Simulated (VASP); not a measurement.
# Se (P3_121) in VASP: a series of runs

Runs on Se. Level: LDA. Tasks: dielectric tensor.

Everything below comes from runs of VASP 6.6.1. Logs are shortened: lines on timing, memory, paths and dates and some standing lists are left out, and cuts for length are marked.

### Step 1. The crystal as given

It takes space group P3_121 (No. 152, trigonal). The conventional cell has a = 4.366 Å, b = 4.366 Å, c = 4.954 Å, α = 90.00°, β = 90.00°, γ = 120.00°. Around Se (site symmetry 2) lie 2 Se at 2.37 Å.

### Step 2. Dielectric tensor, LDA

Input file INCAR:

```
PREC = Accurate
ENCUT = 400
EDIFF = 1E-8
ISMEAR = 0
SIGMA = 0.01
LREAL = False
LASPH = True
NELM = 100
ALGO = Normal
ISIF = 2
LWAVE = False
LCHARG = False
LEPSILON = True
```

Input file KPOINTS:

```
regular mesh
0
Gamma
  12 12 10
```

Input file POSCAR:

```
Se
1.0
    4.3662000000      0.0000000000      0.0000000000
   -2.1831000000      3.7812401180      0.0000000000
    0.0000000000      0.0000000000      4.9536000000
Se
3
Direct
    0.7746000000      0.7746000000      0.0000000000
    0.0000000000      0.2254000000      0.6666666667
    0.2254000000      0.0000000000      0.3333333333
```

Potentials or basis: VASP PAW LDA potentials, release 64 (Se).

Command:

```sh
cat potpaw_LDA.64/Se/POTCAR > POTCAR
mpirun -np 1 vasp_std > vasp.out
```

OUTCAR:

```text
PREC = Accurate
   ENCUT = 400
   EDIFF = 1E-8
   ISMEAR = 0
   LREAL = False
   LASPH = True
   NELM = 100
   ISIF = 2
   LEPSILON = True

 Found    162 irreducible k-points:

 Following reciprocal coordinates:
            Coordinates               Weight
  0.000000  0.000000  0.000000      1.000000
  0.083333  0.000000  0.000000      6.000000
  0.166667  0.000000  0.000000      6.000000
  0.250000  0.000000  0.000000      6.000000
  0.333333  0.000000  0.000000      6.000000
  0.416667  0.000000  0.000000      6.000000
   k-points           NKPTS =    162   k-points in BZ     NKDIM =    162   number of bands    NBANDS=     13
   number of dos      NEDOS =    301   number of ions     NIONS =      3
   total plane-waves  NPLWV =  25088
   dimension x,y,z NGX =    28 NGY =   28 NGZ =   32
   dimension x,y,z NGXF=    56 NGYF=   56 NGZF=   64
   ions per type =               3
   NGX,Y,Z   is equivalent  to a cutoff of  10.66, 10.66, 10.74 a.u.
   NGXF,Y,Z  is equivalent  to a cutoff of  21.32, 21.32, 21.48 a.u.
 SYSTEM =  unknown system
   PREC   = accura    normal or accurate (medium, high low for compatibility)
   ISTART =      0    job   : 0-new  1-cont  2-samecut
   ICHARG =      2    charge: 1-file 2-atom 10-const
   ISPIN  =      1    spin polarized calculation?
   LNONCOLLINEAR =      F non collinear calculations
   LSORBIT =      F    spin-orbit coupling
   LASPH  =      T    aspherical Exc in radial PAW
   ENCUT  =  400.0 eV  29.40 Ry    5.42 a.u.   7.12  7.12  8.08*2*pi/ulx,y,z
   NELM   =    100;   NELMIN=  2; NELMDL= -5     # of ELM steps
   EDIFF  = 0.1E-07   stopping-criterion for ELM
   LREAL  =      F    real-space projection
   EDIFFG = 0.1E-06   stopping-criterion for IOM
   NSW    =      0    number of steps for IOM
   IBRION =     -1    ionic relax: 0-MD 1-quasi-New 2-CG
   NFREE  =      0    steps in history (QN), initial steepest desc. (CG)
   ISIF   =      2    stress and relaxation
   ISYM   =      2    0-nonsym 1-usesym 2-fastsym
   POTIM  = 0.5000    time-step for ionic-motion
   TEBEG  =    0.0;   TEEND  =   0.0 temperature during run
   PSTRESS=    0.0 pullay stress
   NELECT =      18.0000    total number of electrons
   NUPDOWN=      -1.0000    fix difference up-down
   EMIN   =  10.00;   EMAX   =-10.00  energy-range for DOS
   EFERMI =   0.00;   METHOD = LEGACY
   ISMEAR =     0;   SIGMA  =   0.01  broadening in eV -4-tet -1-fermi 0-gaus
   EFERMI_NEDOS =   21; number of points for ismear=-14 and -15
   IALGO  =     38    algorithm
   IMIX   =      4    mixing-type and parameters
     AMIX     =   0.40;   BMIX     =  1.00
     AMIX_MAG =   1.60;   BMIX_MAG =  1.00
  volume/ion in A,a.u.               =      27.26       183.96
  Fermi-wavevector in a.u.,A,eV,Ry     =   0.988430  1.867862 13.292817  0.976995
  Thomas-Fermi vector in A             =   2.119956
   LORBIT       =      0    0 simple, 1 ext, 2 COOP (PROOUT), +10 PAW based schemes
   GGA     = CA    functional components
   LHFCALC =     F    Hartree Fock is set to
   AEXX    =    0.0000 exact exchange contribution
   IVDW    =     0    specifies the selected vdW correction
   LEPSILON=     T    determine dielectric tensor
   LRPA    =     F    only Hartree local field effects (RPA)
 non-spin polarized calculation
 Gauss-broadening in eV      SIGMA  =   0.01
  energy-cutoff  :      400.00
  volume of cell :       81.78
 maximum number of plane-waves:      1512
   NGX = 15   NGY = 15   NGZ = 17

--------------------------------------- Ionic step        1  -------------------------------------------

 number of electron      18.0000001 magnetization

 E-fermi :   2.7388     XC(G=0):  -9.1839

 val. band max:        2.6679331766   @ k =   0.5000   0.0000   0.5000
 cond. band min:       3.5789407191   @ k =   0.3333   0.3333   0.5000
 fundamental gap:      0.9110075425
 Fermi energy:         2.7388333421

 k-point     1 :       0.0000    0.0000    0.0000
  band No.  band energies     occupation
      1     -13.2161      2.00000
      2      -9.0969      2.00000
      3      -9.0969      2.00000
      4      -1.1900      2.00000
      5      -1.1900      2.00000
      6      -1.1319      2.00000
      7       0.6116      2.00000
      8       0.6116      2.00000
      9       2.2630      2.00000
     10       4.4580      0.00000
     11       4.4580      0.00000
     12       4.7509      0.00000
     13       8.5472      0.00000

 k-point     2 :       0.0833    0.0000    0.0000
  band No.  band energies     occupation
      1     -13.1885      2.00000
      2      -9.1215      2.00000
      3      -9.0942      2.00000
      4      -1.5054      2.00000
      5      -1.2948      2.00000
      6      -0.9730      2.00000
      7       0.6243      2.00000
      8       0.7724      2.00000
      9       2.2153      2.00000
     10       4.3914      0.00000
     11       4.4464      0.00000
     12       4.8255      0.00000
     13       8.5307      0.00000

 k-point     3 :       0.1667    0.0000    0.0000
  band No.  band energies     occupation
      1     -13.1102      2.00000
      2      -9.1945      2.00000
      3      -9.0867      2.00000
      4      -1.8985      2.00000
      5      -1.5095      2.00000
      6      -0.9326      2.00000
      7       0.6491      2.00000
      8       1.0049      2.00000
      9       2.0552      2.00000
     10       4.3542      0.00000
     11       4.4636      0.00000
     12       5.0267      0.00000
     13       8.5394      0.00000

 k-point     4 :       0.2500    0.0000    0.0000
  band No.  band energies     occupation
      1     -12.9955      2.00000
      2      -9.3088      2.00000
      3      -9.0761      2.00000
      4      -2.2185      2.00000
      5      -1.7288      2.00000
      6      -0.9596      2.00000
      7       0.6047      2.00000
      8       1.0077      2.00000
      9       1.8657      2.00000
     10       4.4466      0.00000
     11       4.5624      0.00000
     12       5.3924      0.00000
     13       8.4330      0.00000

 k-point     5 :       0.3333    0.0000    0.0000
  band No.  band energies     occupation
      1     -12.8700      2.00000
      2      -9.4419      2.00000
      3      -9.0652      2.00000
      4      -2.4158      2.00000
      5      -1.9112      2.00000
      6      -0.9645      2.00000
      7       0.3275      2.00000
      8       0.9186      2.00000
      9       1.7489      2.00000
     10       4.4896      0.00000
     11       4.7401      0.00000
     12       5.9428      0.00000
     13       8.0797      0.00000

 k-point     6 :       0.4167    0.0000    0.0000
  band No.  band energies     occupation
      1     -12.7695      2.00000
      2      -9.5528      2.00000
      3      -9.0571      2.00000
      4      -2.5035      2.00000
      5      -2.0350      2.00000
      6      -0.8921      2.00000
      7      -0.0671      2.00000
      8       0.8810      2.00000
      9       1.6820      2.00000
     10       4.4952      0.00000
     11       4.8615      0.00000
     12       6.4851      0.00000
     13       7.8360      0.00000

 [... further k-points ...]

  FORCE on cell =-STRESS in cart. coord.  units (eV):
  Direction    XX          YY          ZZ          XY          YZ          ZX
  --------------------------------------------------------------------------------------
  -------------------------------------------------------------------------------------
  Total       -0.8059762     -0.8059762     -0.0669372      0.0000000      0.0000000     -0.0000000
  in kB      -15.7897046    -15.7897046     -1.3113521      0.0000000      0.0000000     -0.0000000
  external PRESSURE =     -10.9635871 kB  Pullay stress =       0.0000000 kB

 VOLUME and BASIS-vectors are now :
 -----------------------------------------------------------------------------
  energy-cutoff  :      400.00
  volume of cell :       81.78
      direct lattice vectors                 reciprocal lattice vectors
     4.366200000  0.000000000  0.000000000     0.229032110  0.132231751  0.000000000
    -2.183100000  3.781240118  0.000000000     0.000000000  0.264463501  0.000000000
     0.000000000  0.000000000  4.953600000     0.000000000  0.000000000  0.201873385

 POSITION                                       TOTAL-FORCE (eV/Angst)
 -----------------------------------------------------------------------------------
      1.69103      2.92895      0.00000        -0.132109     -0.228819      0.000000
     -0.49207      0.85229      3.30240        -0.132109      0.228819      0.000000
      0.98414      0.00000      1.65120         0.264217     -0.000000     -0.000000
 -----------------------------------------------------------------------------------
    total drift:                               -0.000000     -0.000000     -0.000000

  FREE ENERGIE OF THE ION-ELECTRON SYSTEM (eV)
  ---------------------------------------------------
  free  energy   TOTEN  =       -12.3236501026 eV

  energy  without entropy=      -12.3236501026  energy(sigma->0) =      -12.32365010

 HEAD OF MICROSCOPIC STATIC DIELECTRIC TENSOR (INDEPENDENT PARTICLE, excluding Hartree and local field effects)
 ------------------------------------------------------
          11.476398     0.000000     0.000000
           0.000000    11.476398     0.000000
           0.000000     0.000000    16.411869
 ------------------------------------------------------

 Free energy of the ion-electron system (eV)
  ---------------------------------------------------
  ---------------------------------------------------
  free energy    TOTEN  =        -2.11754488 eV

  energy without entropy =       -2.11754488

------------------------ aborting loop because EDIFF is reached ----------------------------------------

--------------------------------------- Ionic step        2  -------------------------------------------

------------------------ aborting loop because EDIFF is reached ----------------------------------------

--------------------------------------- Ionic step        3  -------------------------------------------

 Free energy of the ion-electron system (eV)
  ---------------------------------------------------
  ---------------------------------------------------
  free energy    TOTEN  =        -3.35971166 eV

  energy without entropy =       -3.35971166

------------------------ aborting loop because EDIFF is reached ----------------------------------------

 PIEZOELECTRIC TENSOR FIELD DIRECTION 3  (e Angst)
 -----------------------------------------------------------------------------
     0.00123  0.00000  0.00000           (  0.00000 -0.00000  0.00000)
    -0.00000  0.00123  0.00000           ( -0.00000  0.00000  0.00000)
    -0.00000  0.00000 -0.00122           (  0.00000  0.00000 -0.00001)

 PIEZOELECTRIC TENSOR FIELD DIRECTION 3  (C/m^2)
 -----------------------------------------------------------------------------
     0.00024  0.00000  0.00000
    -0.00000  0.00024  0.00000
    -0.00000  0.00000 -0.00024

 MACROSCOPIC STATIC DIELECTRIC TENSOR (including local field effects in DFT)
 ------------------------------------------------------
           9.954281     0.000000    -0.000000
          -0.000000     9.954281     0.000000
          -0.000000     0.000000    15.149569
 ------------------------------------------------------

 PIEZOELECTRIC TENSOR (including local field effects)  for field in x, y, z        (e  Angst)
          XX          YY          ZZ          XY          YZ          ZX
  --------------------------------------------------------------------------------
  x    -1.75325     1.75325    -0.00000     0.00000     0.14270     0.00000
  y     0.00000     0.00000    -0.00000     1.75325     0.00000    -0.14269
  z     0.00000     0.00000     0.00000    -0.00000     0.00000     0.00000

 PIEZOELECTRIC TENSOR (including local field effects)  for field in x, y, z        (C/m^2)
          XX          YY          ZZ          XY          YZ          ZX
  --------------------------------------------------------------------------------
  x    -0.34348     0.34348    -0.00000     0.00000     0.02796     0.00000
  y     0.00000     0.00000    -0.00000     0.34348     0.00000    -0.02795
  z     0.00000     0.00000     0.00000    -0.00000     0.00000     0.00000

 BORN EFFECTIVE CHARGES (including local field effects) (in |e|, cummulative output)
 ---------------------------------------------------------------------------------
 ion    1
    1    -0.43155     0.74746     0.36620
    2     0.74746     0.43155    -0.21143
    3     0.71751    -0.41425     0.00000
 ion    2
    1    -0.43155    -0.74746    -0.36620
    2    -0.74746     0.43155    -0.21143
    3    -0.71751    -0.41425     0.00000
 ion    3
    1     0.86309     0.00000     0.00000
    2     0.00000    -0.86309     0.42285
    3     0.00000     0.82851     0.00000
```

Wall time 13 min (1 thread of AMD EPYC 9R45 (Zen 5), shared host); peak memory 1 GiB.

These settings aren't checked as converged: the numbers below hold their error.

What came out:

| Item | Value |
| --- | --- |
| Band gap on the k mesh | 0.91 eV, indirect (least direct gap 1.13 eV) |
| Electronic dielectric tensor (diagonal) | 9.95, 9.95, 15.15 |
| Born charges (mean of the diagonal) | Se +0.00 e |

### Step 3. Dielectric tensor, LDA

INCAR, as its differences from that of step 2:

```diff
@@ -1,3 +1,3 @@
 PREC = Accurate
-ENCUT = 400
+ENCUT = 280
 EDIFF = 1E-8
```

Input file KPOINTS:

```
regular mesh
0
Gamma
  6 6 4
```

POSCAR is that of step 2.

Potentials or basis: VASP PAW LDA potentials, release 64 (Se).

Command:

```sh
cat potpaw_LDA.64/Se/POTCAR > POTCAR
mpirun -np 1 vasp_std > vasp.out
```

OUTCAR:

```text
PREC = Accurate
   ENCUT = 280
   EDIFF = 1E-8
   ISMEAR = 0
   LREAL = False
   LASPH = True
   NELM = 100
   ISIF = 2
   LEPSILON = True

 Found     24 irreducible k-points:

 Following reciprocal coordinates:
            Coordinates               Weight
  0.000000  0.000000  0.000000      1.000000
  0.166667  0.000000  0.000000      6.000000
  0.333333  0.000000  0.000000      6.000000
  0.500000  0.000000  0.000000      3.000000
  0.166667  0.166667  0.000000      6.000000
  0.333333  0.166667  0.000000     12.000000
   k-points           NKPTS =     24   k-points in BZ     NKDIM =     24   number of bands    NBANDS=     13
   number of dos      NEDOS =    301   number of ions     NIONS =      3
   total plane-waves  NPLWV =  16128
[... 239 lines left out ...]
 ------------------------------------------------------
          10.529868     0.000000     0.000000
           0.000000    10.529868     0.000000
           0.000000     0.000000    15.427925
 ------------------------------------------------------

 PIEZOELECTRIC TENSOR (including local field effects)  for field in x, y, z        (e  Angst)
          XX          YY          ZZ          XY          YZ          ZX
  --------------------------------------------------------------------------------
  x    -1.77735     1.77735     0.00000    -0.00000     0.20728     0.00000
  y     0.00000     0.00000     0.00000     1.77735     0.00000    -0.20727
  z    -0.00000     0.00000     0.00000     0.00000     0.00000     0.00000

 PIEZOELECTRIC TENSOR (including local field effects)  for field in x, y, z        (C/m^2)
          XX          YY          ZZ          XY          YZ          ZX
  --------------------------------------------------------------------------------
  x    -0.34820     0.34820     0.00000    -0.00000     0.04061     0.00000
  y     0.00000     0.00000     0.00000     0.34820     0.00000    -0.04061
  z    -0.00000     0.00000     0.00000     0.00000     0.00000     0.00000

 BORN EFFECTIVE CHARGES (including local field effects) (in |e|, cummulative output)
 ---------------------------------------------------------------------------------
 ion    1
    1    -0.44208     0.76571     0.34868
    2     0.76571     0.44208    -0.20131
    3     0.71967    -0.41550    -0.00000
 ion    2
    1    -0.44208    -0.76571    -0.34868
    2    -0.76571     0.44208    -0.20131
    3    -0.71967    -0.41550    -0.00000
 ion    3
    1     0.88417     0.00000     0.00000
    2     0.00000    -0.88417     0.40262
    3    -0.00000     0.83100    -0.00000
```

OSZICAR:

```text
N       E                     dE             d eps       ncg     rms          rms(c)
DAV:   1     0.578306191605E+02    0.57831E+02   -0.50681E+03   624   0.690E+02
[... 13 lines left out ...]
RMM:   5    -0.341668162030E+01   -0.20585E-01   -0.30121E-03  1278   0.372E-01    0.384E-02
RMM:   6    -0.341739179805E+01   -0.71018E-03   -0.64862E-05  1284   0.472E-02    0.246E-02
RMM:   7    -0.341816904048E+01   -0.77724E-03   -0.68528E-06  1290   0.200E-02    0.332E-03
RMM:   8    -0.341841312563E+01   -0.24409E-03   -0.56359E-07  1247   0.495E-03    0.113E-03
RMM:   9    -0.341840677233E+01    0.63533E-05   -0.39703E-06  1340   0.142E-03    0.139E-04
RMM:  10    -0.341840068905E+01    0.60833E-05   -0.41716E-06  1203   0.249E-04    0.866E-05
RMM:  11    -0.341840275642E+01   -0.20674E-05   -0.16060E-06   889   0.998E-05    0.852E-06
```

Run time: 78 s. Hardware: 1 thread of AMD EPYC 9R45 (Zen 5), shared host; peak memory 0.15 GiB.

The run converged, but some of its settings lie outside the range that counts as converged, so its numbers aren't taken as properties of the crystal.

What came out:

```yaml
Band_gap_on_the_k_mesh: 0.91 eV, indirect (least direct gap 1.13 eV)
Electronic_dielectric_tensor_diagonal: 10.53, 10.53, 15.43
Born_charges_mean_of_the_diagonal: Se +0.00 e
```

(Part 1 of 2 ends here.)
